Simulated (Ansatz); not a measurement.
CoO in Ansatz: the effect of functional

Crystal: CoO.

```
Co O
1.0
     1.53500    0.88623    2.48778
    -1.53500    0.88623    2.48778
     0.00000   -1.77246    2.48778
Co O
1 1
Direct
  0.00000 0.00000 0.00000
  0.50000 0.50000 0.50000
```

The cell is a database's computed one.

The cell isn't the ideal one: volume scaled by 1.06.

Alike in all runs:

* Program: Ansatz 0.2.0
* Task: single point
* Potentials or basis: Ansatz PAW
* k mesh: 11 × 11 × 11
* Occupations: fermi-dirac, width 0.05 eV
* Spin: collinear spin, ferromagnetic start
* Starting moments: [2.0, 0.0] μB

```tsv
functional	cutoff	gap on the mesh (eV)	pressure (GPa)	moment (μB)
LDA	420 eV (not typed: the program's choice for these potentials)	none	-24.7	2.98
PBEsol	420 eV (not typed: the program's choice for these potentials)	none	-17.5	2.99
r2SCAN	500 eV (not typed: the program's choice for these potentials)	?	?	?
```

What does the run with functional r2SCAN give?

gap on the mesh 0.68 eV; pressure -9.9 GPa; moment 3.00 μB.

Caveats: a cell with one magnetic atom can't hold antiferromagnetic order, which such compounds often take; the PAW data sets come from PBE, with cores solved anew for the run's functional, which leaves a small shift of forces and pressure; semilocal functionals often make such compounds metallic where correlation or magnetic order opens a gap, which also shifts bond lengths (some runs); the magnetic or orbital state may not be the lowest (some runs); odd divisions of the mesh miss points on the zone boundary, where band edges often lie, so the gap on the mesh can be too wide (some runs).

A k mesh can miss the band edges.

A gap of «none» marks a metal or a gap under the smearing width.
